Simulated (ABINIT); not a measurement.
The system is Pb.

```xyz
2
Lattice="0.0000 3.4390 3.4390 3.4390 0.0000 3.4390 3.4390 3.4390 0.0000" Properties=species:S:1:pos:R:3 pbc="T T T"
Pb    1.7195    1.7195    1.7195
Pb    0.0000    0.0000    0.0000
```

This isn't the form of Pb at room conditions, which is fcc.

```yaml
Program: ABINIT 10.8.3 (patched build)
Task: single point
Functional: PBE
Potentials_or_basis: JTH PAW PBE v2.0
Cutoff: 599 eV
k_mesh: 7 × 7 × 7
Occupations: fermi-dirac, width 0.05 eV
Spin: no spin polarisation
```

On this cell: pressure 2.4 GPa; largest force zero by symmetry; band gap on the k mesh none (metal or under the smearing width).

The same run follows on a disturbed copy (atoms moved at random, drawn with an rms of 0.05 Å):

```
Pb
1.0
     0.00000    3.43900    3.43900
     3.43900    0.00000    3.43900
     3.43900    3.43900    0.00000
Pb
2
Direct
  0.24233 0.24870 0.24871
  0.00968 0.98262 0.01781
```

Q: What does the disturbed cell give?

A: The energy (extrapolated to zero smearing) moves by +19.0 meV/atom; pressure 2.6 GPa; largest force 0.651 eV/Å; band gap on the k mesh none (metal or under the smearing width).

Forces on the atoms (eV/Å):
```
Pb   0.062  0.646  0.039
Pb  -0.062 -0.646 -0.039
```

Stress tensor (GPa, compression positive):
```
2.77 0.11 1.87
0.11 2.37 0.18
1.87 0.18 2.77
```
